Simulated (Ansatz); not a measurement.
# Te₂Mo under strain: Quadrupolar parameters

The cell is an entry of the Crystallography Open Database (COD), relaxed with PBE at fixed cell and then changed (z compressed by 2 %, ions relaxed).

```yaml
crystal:
  lattice:
    - [3.51820, 0.00000, 0.00000]
    - [-1.75910, 3.04685, 0.00000]
    - [0.00000, 0.00000, 13.69413]
  atoms:
    - { symbol: Te, position: [0.33333, 0.66667, 0.61781] }
    - { symbol: Te, position: [0.66667, 0.33333, 0.11781] }
    - { symbol: Te, position: [0.33333, 0.66667, 0.88219] }
    - { symbol: Te, position: [0.66667, 0.33333, 0.38219] }
    - { symbol: Mo, position: [0.33333, 0.66667, 0.25000] }
    - { symbol: Mo, position: [0.66667, 0.33333, 0.75000] }
```

Atoms are numbered from 1 in the order listed; like atoms form one site, named after its first atom.

Method: Kohn–Sham DFT in Ansatz, PBE, plane waves and PAW, scalar-relativistic, 420 eV cutoff, Γ-centred 14×14×3 k-points, Fermi–Dirac smearing 0.02 eV.

C_Q = eQV_zz/h, which is 24.18 MHz for Q = 1 b and V_zz = 10²¹ V/m²; η = (V_xx − V_yy)/V_zz.

Mo-97: I = 5/2, Q = 255.0 mb. Quadrupole moments are those of Pyykkö's year-2017 table.

```
site  atoms (order as listed)     first shell  V_zz (10²¹ V/m²)     η  C_Q (MHz)
  Te               1, 2, 3, 4  3 Mo at 2.72 Å            -17.62  0.00          –
  Mo                     5, 6  6 Te at 2.72 Å             -6.68  0.00      -41.2
```

An axis of threefold or higher order runs through Te and Mo, so V_zz lies along it and η is zero.

Te has no stable isotope with a ground-state quadrupole moment in the table, so no C_Q is given.

Without spin–orbit coupling the gradients at and beside Te can be off by some per cent, at some sites by more.

The relaxation (4 steps) took 50 s of wall time (50 s of CPU time) and 0.66 GiB at its peak, on 1 thread of Intel Xeon 6975P-C (Granite Rapids) (x86_64; 16 cores open to the job, memory cap 3.0 GiB, no GPU), a shared host with a load of 0.8 a core.
